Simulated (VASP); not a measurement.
# Settings for H₃: nudged elastic band

H₃, molecule in box, 3 atoms in the cell. OptB86b-vdW, nudged elastic band; PAW potentials H (PBE set). VASP 6.6.1.

Wanted: barrier within 0.02 eV.

Path: H + H2 exchange; Moving images: 3.

The series start from Cutoff ENCUT (eV): 250; SCF threshold EDIFF (eV): 1e-5; PREC: Normal; LREAL: no. Each series keeps the choices made before it, and each single choice may use up half of a tolerance. Times cover all steps of a run.

## Cutoff ENCUT (eV)

| Cutoff ENCUT (eV) | Barrier (eV) | Time (s) |
|---|---|---|
| 200 | 0.144 | 176 |
| 250 | 0.114 | 495 |
| 300 | 0.093 | 345 |
| 350 | 0.091 | 446 |
| 400 (reference) | 0.092 | 557 |

Chosen: 300, the loosest value from which every tighter one stays within half of the tolerance.

## SCF threshold EDIFF (eV)

| SCF threshold EDIFF (eV) | Barrier (eV) | Time (s) |
|---|---|---|
| 0.001 | 0.090 | 186 |
| 0.0001 | 0.093 | 354 |
| 1e-5 | 0.093 | 345 |
| 1e-6 (reference) | 0.090 | 463 |

Chosen: 0.001.

## PREC

| PREC | Barrier (eV) | Time (s) |
|---|---|---|
| Normal | 0.090 | 186 |
| Accurate | 0.094 | 806 |

Chosen: Normal; no other choice that stays within half of the tolerance saves 30 % of the time.

## LREAL

| LREAL | Barrier (eV) | Time (s) |
|---|---|---|
| no | 0.090 | 186 |
| Auto | 0.090 | 177 |

Chosen: no.

## All choices together

| Input | Barrier (eV) | Time (s) |
|---|---|---|
| chosen settings | 0.090 | 186 |
| reference settings throughout | 0.089 | 516 |

The tolerance is met.

## The input

INCAR.step1:
```
SYSTEM = H
  PREC = Normal
  ENCUT = 300
  EDIFF = 0.001
  ISMEAR = 0
  SIGMA = 0.01
  ISYM = 0
  LREAL = .False.
  LASPH = .True.
  NELM = 100
  ALGO = Normal
  LWAVE = .False.
  LCHARG = .False.
  ISPIN = 2
  NUPDOWN = 1
  MAGMOM = 1.0 1.0 1.0
  GGA = MK
  LUSE_VDW = .True.
  AGGAC = 0.0
  PARAM1 = 0.1234
  PARAM2 = 1.0
  IBRION = 2
  NSW = 100
  ISIF = 2
  EDIFFG = -0.02
  POTIM = 0.5
```

INCAR.step3, as INCAR.step1 but for:
```
- IBRION = 2
- NSW = 100
- ISIF = 2
- EDIFFG = -0.02
- POTIM = 0.5
+ IBRION = 1
+ POTIM = 0.3
+ NSW = 200
+ EDIFFG = -0.05
+ SPRING = -5
+ IMAGES = 3
```

KPOINTS:
```
k-points
0
Gamma
  1 1 1
```

00/POSCAR:
```
H
1.0
   10.0000000000      0.0000000000      0.0000000000
    0.0000000000      6.5000000000      0.0000000000
    0.0000000000      0.0000000000      7.0000000000
H
3
Direct
    0.3694245899      0.5000000262      0.5000009808
    0.4445699298      0.5000000042      0.4999991548
    0.6860054803      0.4999999695      0.4999998644
```

01/POSCAR:
```
H
1.0
   10.0000000000      0.0000000000      0.0000000000
    0.0000000000      6.5000000000      0.0000000000
    0.0000000000      0.0000000000      7.0000000000
H
3
Direct
    0.3882122950      0.5000000131      0.5000004904
    0.4722849649      0.5000000021      0.4999995774
    0.6395027402      0.4999999848      0.4999999322
```

02/POSCAR:
```
H
1.0
   10.0000000000      0.0000000000      0.0000000000
    0.0000000000      6.5000000000      0.0000000000
    0.0000000000      0.0000000000      7.0000000000
H
3
Direct
    0.4070000000      0.5000000000      0.5000000000
    0.5000000000      0.5000000000      0.5000000000
    0.5930000000      0.5000000000      0.5000000000
```

03/POSCAR:
```
H
1.0
   10.0000000000      0.0000000000      0.0000000000
    0.0000000000      6.5000000000      0.0000000000
    0.0000000000      0.0000000000      7.0000000000
H
3
Direct
    0.3604961632      0.4999999521      0.5000000483
    0.5277153254      0.5000000161      0.4999999496
    0.6117885114      0.5000000318      0.5000000021
```

04/POSCAR:
```
H
1.0
   10.0000000000      0.0000000000      0.0000000000
    0.0000000000      6.5000000000      0.0000000000
    0.0000000000      0.0000000000      7.0000000000
H
3
Direct
    0.3139923264      0.4999999042      0.5000000967
    0.5554306508      0.5000000322      0.4999998991
    0.6305770227      0.5000000635      0.5000000042
```

POSCAR.step1:
```
H
1.0
   10.0000000000      0.0000000000      0.0000000000
    0.0000000000      6.5000000000      0.0000000000
    0.0000000000      0.0000000000      7.0000000000
H
3
Direct
    0.3750000000      0.5000000000      0.5000000000
    0.4500000000      0.5000000000      0.5000000000
    0.6750000000      0.5000000000      0.5000000000
```

POSCAR.step2:
```
H
1.0
   10.0000000000      0.0000000000      0.0000000000
    0.0000000000      6.5000000000      0.0000000000
    0.0000000000      0.0000000000      7.0000000000
H
3
Direct
    0.3250000000      0.5000000000      0.5000000000
    0.5500000000      0.5000000000      0.5000000000
    0.6250000000      0.5000000000      0.5000000000
```

Commands (each step's output is kept before the next begins):
```
cat potpaw_PBE.64/H/POTCAR > POTCAR
cp INCAR.step1 INCAR
cp POSCAR.step1 POSCAR
mpirun -np 2 vasp_gam > vasp.out
cp POSCAR.step2 POSCAR
mpirun -np 2 vasp_gam > vasp.out
# 00 and 04 hold the relaxed ends, the second shifted as a whole so that the mean position stays; the images between are interpolated (pair-distance (IDPP), through a guessed midpoint)
cp INCAR.step3 INCAR
mpirun -np 3 vasp_gam > vasp.out
```

The chosen input took VASP 6.6.1 186 s on 3 cores (Intel Xeon 6975P-C (Granite Rapids)), a shared host.
